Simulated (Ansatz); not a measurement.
Strain and the gap of LiH (zincblende)

LiH in the zincblende structure, relaxed with r2SCAN in Ansatz. The symmetry is F-43m (No. 216, cubic); conventional cell a = 4.290 Å, 9.87 Å³ an atom. Li has 4 H at 1.86 Å; H has 4 Li at 1.86 Å.

The axes x, y and z are those of this cell:
```xyz
2
Lattice="0.0000 2.1451 2.1451 2.1451 0.0000 2.1451 2.1451 2.1451 0.0000" Properties=species:S:1:pos:R:3 pbc="T T T"
Li    0.0000    0.0000    0.0000
H     1.0726    1.0726    1.0726
```

Unstrained: With PBE the valence top lies at W and the conduction bottom at L, 4.196 eV higher; the smallest vertical gap, at k = (-0.150, -0.075, 0.425), is 5.260 eV. With r2SCAN the valence top lies at W and the conduction bottom at L, 4.719 eV higher; the smallest vertical gap, at L, is 5.797 eV. The HSE06 gap is indirect, 5.245 eV (W to L), below the direct gap of 6.410 eV at k = (-0.150, -0.075, 0.425). Meshes: PBE 10×10×10, r2SCAN 10×10×10, HSE06 8×8×8. Strains are changes of length per length. After each strain the atoms were relaxed again with r2SCAN in this cell and within any symmetry left, so distortions that break it or need a larger cell weren't tested; points keep the names that they have in the unstrained zone. Simulation only: spin-unpolarised, and no claim that this is the phase found in nature.

Changes of the least gap in eV (an overlap counts as a negative gap):

| strain | volume change (%) | space group | PBE | r2SCAN | HSE06 | G0W0@PBE (mesh) | energy rise, r2SCAN (meV/atom) |
| --- | --- | --- | --- | --- | --- | --- | --- |
| uniaxial -4.0 % along [111] | -4.0 | R3m | +0.003 | +0.006 | +0.010 | +0.01 | 3.4 |
| uniaxial +1.0 % along z | +1.0 | I-4m2 | -0.032 | -0.035 | -0.036 | -0.04 | 0.1 |
| epitaxial +3.0 % in the plane normal to [111], free normal strain -0.64 % | +5.4 | R3m | -0.128 | -0.136 | -0.142 | -0.13 | 3.6 |
| isotropic +4.0 % on every length | +12.5 | F-43m | -0.161 | -0.175 | -0.187 | -0.17 | 10.7 |
| epitaxial -5.0 % in the xy plane, free normal strain +4.83 % | -5.4 | I-4m2 | -0.133 | -0.139 | -0.143 | -0.18 | 6.7 |

Unstrained, G0W0@PBE with 82 empty bands, a screening cutoff of 150 eV and a 6×6×6 mesh gives 6.42 eV on its mesh; the band count follows the volume. G0W0 values are finite-basis, finite-mesh values.

Uniaxial -4.0 % along [111], other directions held. HSE06: the gap goes from 5.245 to 5.256 eV (+0.010 eV); the edges go from W → L to (0.266, -1/2, -0.266) → L. Stress change with r2SCAN, compression positive: xx +1.17, yy +1.17, zz +1.17, xy +0.77, xz +0.77, yz +0.77 GPa.

Uniaxial +1.0 % along z, other directions held. HSE06: the gap goes from 5.245 to 5.209 eV (-0.036 eV); the W points, equivalent before, split by 30 meV, and the valence top lies at those like (1/4, -1/4, -1/2). Stress change with r2SCAN, compression positive: xx -0.21, yy -0.21, zz -0.37 GPa.

Epitaxial +3.0 % in the plane normal to [111], free normal strain -0.64 %. HSE06: the gap goes from 5.245 to 5.104 eV (-0.142 eV); the edges go from W → L to (0.260, -1/2, -0.266) → L. Stress change with r2SCAN, compression positive: xx -1.32, yy -1.32, zz -1.32, xy +0.64, xz +0.64, yz +0.64 GPa.

Isotropic +4.0 % on every length. HSE06: the gap goes from 5.245 to 5.058 eV (-0.187 eV). Stress change with r2SCAN, compression positive: xx -2.64, yy -2.64, zz -2.64 GPa. For HSE06, dE_g/d ln V = -1.6 eV over this step.

Epitaxial -5.0 % in the xy plane, free normal strain +4.83 %. HSE06: the gap goes from 5.245 to 5.102 eV (-0.143 eV); the W points, equivalent before, split by 373 meV, and the valence top lies at those like (1/4, -1/4, -1/2). Stress change with r2SCAN, compression positive: xx +2.34, yy +2.34, zz -0.04 GPa.

Where an edge lies off the special points, it is a point of the mesh or the k point where a search put PBE's edge or least direct gap, reused for the other functionals, whose own edges may lie a little apart.

Coordinates of k points refer to the reciprocal vectors of the primitive cell of the runs.

The meshes of the hybrids are coarse, so their gaps aren't converged to the digits shown.
